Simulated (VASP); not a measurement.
# TaN (Fm-3m) in VASP: settings compared, part 2 of 2

VASP 6.6.1. The steps go on from the part before.

### Step 3. Relaxation of cell and atoms, LDA

INCAR

```
ALGO = Normal ; EDIFF = 1E-7
EDIFFG = -0.005 ; ENCUT = 600
IBRION = 2 ; ISIF = 3
ISMEAR = 0 ; LASPH = True
LCHARG = False ; LREAL = False
LWAVE = False ; NELM = 60
NSW = 90 ; PREC = Accurate
SIGMA = 0.1
```

KPOINTS

```
k-points
0
Gamma
  16 16 16
```

POSCAR

```
TaN
1.0
    0.0000000000      2.2113230000      2.2113230000
    2.2113230000      0.0000000000      2.2113230000
    2.2113230000      2.2113230000      0.0000000000
Ta N
1 1
Direct
    0.5000000000      0.5000000000      0.5000000000
    0.0000000000      0.0000000000      0.0000000000
```

Potentials or basis: VASP PAW LDA potentials, release 64 (Ta_pv, N).

Started as:

```bash
$ cat potpaw_LDA.64/Ta_pv/POTCAR potpaw_LDA.64/N/POTCAR > POTCAR
$ mpirun -np 1 vasp_std > vasp.out
```

Wall time 1.7 min (1 thread of Intel Xeon Platinum 8488C (Sapphire Rapids), shared host); peak memory 0.2 GiB.

Results (log left out):

| Quantity | Value |
| --- | --- |
| Free energy | -24.1502 eV |
| Relaxed volume | 10.33 Å³/atom |
| Relaxed cell | a = 3.080 Å, b = 3.080 Å, c = 3.080 Å, α = 60.00°, β = 60.00°, γ = 60.00° |
| Space group after relaxing (to 0.05 Å) | Fm-3m (No. 225) |
| Energy gained by relaxing | 24.1 meV/atom |
| Ionic steps | 7 |
| Pressure after relaxing | 0.0 GPa |
| Band gap on the k mesh | none (metal or under the smearing width) |

The path:
```csv
step,energy change (eV),largest force (eV/Å),pressure (GPa),volume (Å³)
1,0.0000,0.0000,-15.42,21.63
2,0.2660,0.0000,52.05,18.53
3,-0.0482,0.0000,-0.69,20.70
4,-0.0483,0.0000,-0.10,20.67
5,-0.0483,0.0000,0.23,20.65
6,-0.0482,0.0000,-0.43,20.69
7,-0.0483,0.0000,-0.03,20.66
```

Final structure:
```
CELL_PARAMETERS angstrom
0.00000 2.17803 2.17803
2.17803 0.00000 2.17803
2.17803 2.17803 0.00000
ATOMIC_POSITIONS crystal
Ta 0.50000 0.50000 0.50000
N 0.00000 0.00000 0.00000
```

Levels at points of the mesh, in eV from the Fermi level:
| k point | band 4 | band 5 | band 6 | band 7 | band 8 | band 9 | band 10 | band 11 | band 12 |
| --- | --- | --- | --- | --- | --- | --- | --- | --- | --- |
| (0.00, 0.00, 0.00) | -18.83 | -3.84 | -3.84 | -3.84 | -2.20 | -2.20 | -2.20 | 0.01 | 0.01 |
| (0.50, 0.00, 0.00) | -15.54 | -10.56 | -7.77 | -7.77 | 1.98 | 1.98 | 2.10 | 4.06 | 7.82 |
| (0.50, 0.50, 0.00) | -17.56 | -6.58 | -5.66 | -4.62 | -4.62 | 2.15 | 3.70 | 3.70 | 4.94 |

The run has no spin-orbit coupling, so splittings on Ta are missing.

### Step 4. Relaxation of cell and atoms, PBE

INCAR

```
ALGO = Normal ; EDIFF = 1E-7
EDIFFG = -0.005 ; ENCUT = 600
GGA = PE ; IBRION = 2
ISIF = 3 ; ISMEAR = 0
LASPH = True ; LCHARG = False
LREAL = False ; LWAVE = False
NELM = 60 ; NSW = 90
PREC = Accurate ; SIGMA = 0.1
```

KPOINTS is that of step 3.

POSCAR is that of step 3.

Potentials or basis: VASP PAW PBE potentials, release 64 (Ta_pv, N).

Started as:

```bash
$ cat potpaw_PBE.64/Ta_pv/POTCAR potpaw_PBE.64/N/POTCAR > POTCAR
$ mpirun -np 1 vasp_std > vasp.out
```

It took 60 s on 1 thread of Intel Xeon Platinum 8488C (Sapphire Rapids), shared host; peak memory 0.2 GiB.

It converged, with:

```yaml
Free_energy: -21.8289 eV
Relaxed_volume: 10.80 Å³/atom
Relaxed_cell: a = 3.126 Å, b = 3.126 Å, c = 3.126 Å, α = 60.00°, β = 60.00°, γ = 60.00°
Space_group_after_relaxing_to_0.05_Å: Fm-3m (No. 225)
Energy_gained_by_relaxing: 0.0 meV/atom
Ionic_steps: 3
Pressure_after_relaxing: 0.0 GPa
Band_gap_on_the_k_mesh: none (metal or under the smearing width)
```

Final structure:
```
Ta N
1.0
     0.00000    2.21011    2.21011
     2.21011    0.00000    2.21011
     2.21011    2.21011    0.00000
Ta N
1 1
Direct
  0.50000 0.50000 0.50000
  0.00000 0.00000 0.00000
```

Levels at points of the mesh, in eV from the Fermi level:
```
           k point  band 5  band 6  band 7  band 8  band 9  band 10  band 11  band 12
(0.00, 0.00, 0.00)   -3.78   -3.78   -3.78   -2.06   -2.06    -2.06     0.07     0.07
(0.50, 0.00, 0.00)  -10.24   -7.46   -7.46    1.86    1.86     1.95     3.78     7.38
(0.50, 0.50, 0.00)   -6.61   -5.35   -4.60   -4.60    2.08     3.47     3.47     4.38
```

### Step 5. Relaxation of cell and atoms, PBE+D3(BJ)

INCAR

```
ALGO = Normal ; EDIFF = 1E-7
EDIFFG = -0.005 ; ENCUT = 600
GGA = PE ; IBRION = 2
ISIF = 3 ; ISMEAR = 0
IVDW = 12 ; LASPH = True
LCHARG = False ; LREAL = False
LWAVE = False ; NELM = 60
NSW = 90 ; PREC = Accurate
SIGMA = 0.1
```

KPOINTS is that of step 4.

POSCAR is that of step 4.

Started as:

```bash
$ cat potpaw_PBE.64/Ta_pv/POTCAR potpaw_PBE.64/N/POTCAR > POTCAR
$ mpirun -np 1 vasp_std > vasp.out
```

Run time: 79 s. Hardware: 1 thread of Intel Xeon Platinum 8488C (Sapphire Rapids), shared host; peak memory 0.22 GiB.

The run converged. Its results:

```yaml
Free_energy: -22.7693 eV
Relaxed_volume: 10.56 Å³/atom
Relaxed_cell: a = 3.103 Å, b = 3.103 Å, c = 3.103 Å, α = 60.00°, β = 60.00°, γ = 60.00°
Space_group_after_relaxing_to_0.05_Å: Fm-3m (No. 225)
Energy_gained_by_relaxing: 6.2 meV/atom
Ionic_steps: 4
Pressure_after_relaxing: 0.0 GPa
Band_gap_on_the_k_mesh: none (metal or under the smearing width)
Dispersion_energy_per_atom: -0.476 eV
```

Step by step:
```csv
step,energy change (eV),largest force (eV/Å),pressure (GPa),volume (Å³)
1,0.0000,0.0000,-7.72,21.63
2,0.0552,0.0000,20.83,20.04
3,-0.0123,0.0000,-0.14,21.14
4,-0.0123,0.0000,0.02,21.13
```

Final structure:
```cif
data_structure
_symmetry_space_group_name_H-M 'P 1'
_symmetry_Int_Tables_number 1
_cell_length_a 3.1030
_cell_length_b 3.1030
_cell_length_c 3.1030
_cell_angle_alpha 60.000
_cell_angle_beta 60.000
_cell_angle_gamma 60.000
_cell_volume 21.13
loop_
_atom_site_label
_atom_site_type_symbol
_atom_site_fract_x
_atom_site_fract_y
_atom_site_fract_z
_atom_site_occupancy
Ta1 Ta 0.50000 0.50000 0.50000 1
N1 N 0.00000 0.00000 0.00000 1
```

Levels at points of the mesh, in eV from the Fermi level:
| k point | band 6 | band 7 | band 8 | band 9 | band 10 | band 11 |
| --- | --- | --- | --- | --- | --- | --- |
| (0.00, 0.00, 0.00) | -3.84 | -3.84 | -2.12 | -2.12 | -2.12 | 0.07 |
| (0.50, 0.00, 0.00) | -7.62 | -7.62 | 1.93 | 1.93 | 2.02 | 3.85 |
| (0.50, 0.50, 0.00) | -5.51 | -4.65 | -4.65 | 2.15 | 3.59 | 3.59 |

Caveat: pairwise dispersion overbinds metals, which lowers pressure and volume. Spin-orbit coupling is left out, which matters for the levels of Ta.

### Step 6. Relaxation of cell and atoms, PBEsol

INCAR

```
ALGO = Normal ; EDIFF = 1E-7
EDIFFG = -0.005 ; ENCUT = 300
GGA = PS ; IBRION = 2
ISIF = 3 ; ISMEAR = 0
LASPH = True ; LCHARG = False
LREAL = False ; LWAVE = False
NELM = 60 ; NSW = 90
PREC = Accurate ; SIGMA = 0.1
```

KPOINTS is that of step 5.

POSCAR is that of step 5.

Potentials or basis: VASP PAW PBE potentials, release 64 (Ta_pv, N).

Started as:

```bash
$ cat potpaw_PBE.64/Ta_pv/POTCAR potpaw_PBE.64/N/POTCAR > POTCAR
$ mpirun -np 1 vasp_std > vasp.out
```

OUTCAR:

```text
EDIFF = 1E-7
   EDIFFG = -0.005
   ENCUT = 300
   GGA = PS
   IBRION = 2
   ISIF = 3
   ISMEAR = 0
   LASPH = True
   LREAL = False
   NELM = 60
   NSW = 90
   PREC = Accurate

 ion  position               nearest neighbor table
   1  0.500  0.500  0.500-   2 2.21   2 2.21   2 2.21   2 2.21   2 2.21   2 2.21
   2  0.000  0.000  0.000-   1 2.21   1 2.21   1 2.21   1 2.21   1 2.21   1 2.21

  LATTYP: Found a face centered cubic cell.
 ALAT       =     4.4226460000

  Lattice vectors:

 A1 = (   0.0000000000,   2.2113230000,   2.2113230000)
 A2 = (   2.2113230000,   0.0000000000,   2.2113230000)
 A3 = (   2.2113230000,   2.2113230000,   0.0000000000)

Analysis of symmetry for initial positions (statically):
=====================================================================
 Subroutine PRICEL returns:
 Original cell was already a primitive cell.

 Routine SETGRP: Setting up the symmetry group for a
[... 262 lines left out ...]
      9       7.6908      2.00000
     10       7.6908      2.00000
     11       9.9957      0.65045
     12       9.9957      0.65045
[... 416 lines left out ...]
--------------------------------------- Ionic step        5  -------------------------------------------

 number of electron      15.9999999 magnetization

 Free energy of the ion-electron system (eV)
  ---------------------------------------------------
  ext. energy  EPLUGINS =         0.00000000
  ---------------------------------------------------
  free energy    TOTEN  =       -23.33415649 eV

  energy without entropy =      -23.32875991  energy(sigma->0) =      -23.33145820

 E-fermi :  10.0456     XC(G=0): -13.9064

 val. band max:       10.0343378593   @ k =  -0.2500   0.3750   0.1250
 cond. band min:      10.0498450522   @ k =  -0.3125   0.3125   0.1250
 fundamental gap:      0.0155071928
 Fermi energy:        10.0456285326

 k-point     1 :       0.0000    0.0000    0.0000
  band No.  band energies     occupation
      1     -25.5432      2.00000
      2     -25.5432      2.00000
      3     -25.5432      2.00000
      4      -9.3173      2.00000
      5       6.0989      2.00000
      6       6.0989      2.00000
      7       6.0989      2.00000
      8       7.7515      2.00000
      9       7.7515      2.00000
     10       7.7515      2.00000
     11      10.0793      0.63366
     12      10.0793      0.63366
[... 374 lines left out ...]
  FREE ENERGIE OF THE ION-ELECTRON SYSTEM (eV)
  ---------------------------------------------------
  free  energy   TOTEN  =       -23.3341564944 eV

  energy  without entropy=      -23.3287599123  energy(sigma->0) =      -23.33145820

 reached required accuracy - stopping structural energy minimisation
```

Run time: 34 s. Hardware: 1 thread of Intel Xeon Platinum 8488C (Sapphire Rapids), shared host; peak memory 0.13 GiB.

The run converged, but a check on its numbers failed (symmetry, net force, bounds or a known fault of this set-up), so they aren't taken as properties of the crystal.

Caveat: the cutoff lies under the usual one of these potentials, so the numbers hold a large basis-set error; the PAW data sets were made with another functional, which shifts forces and pressure a little.

### Step 7. Overview

```csv
level,potentials or basis,gap on the mesh (eV),pressure (GPa),relaxed volume (Å³/atom)
PBEsol,"VASP PAW PBE potentials, release 64 (Ta_pv, N)",none,0.0,10.50
LDA,"VASP PAW LDA potentials, release 64 (Ta_pv, N)",none,0.0,10.33
PBE,"VASP PAW PBE potentials, release 64 (Ta_pv, N)",none,0.0,10.80
PBE+D3(BJ),"VASP PAW PBE potentials, release 64 (Ta_pv, N)",none,0.0,10.56
```

Alike in all rows: task relaxation of cell and atoms; no spin polarisation; cell relaxed; k mesh 16 × 16 × 16; cutoff (eV) 600; smearing gaussian 0.1 eV.

Caveats: the PAW data sets were made with another functional, which shifts forces and pressure a little (some runs); pairwise dispersion overbinds metals, which lowers pressure and volume (some runs).

Total energies depend on the potentials used, so only differences within one code and one set of settings carry meaning.
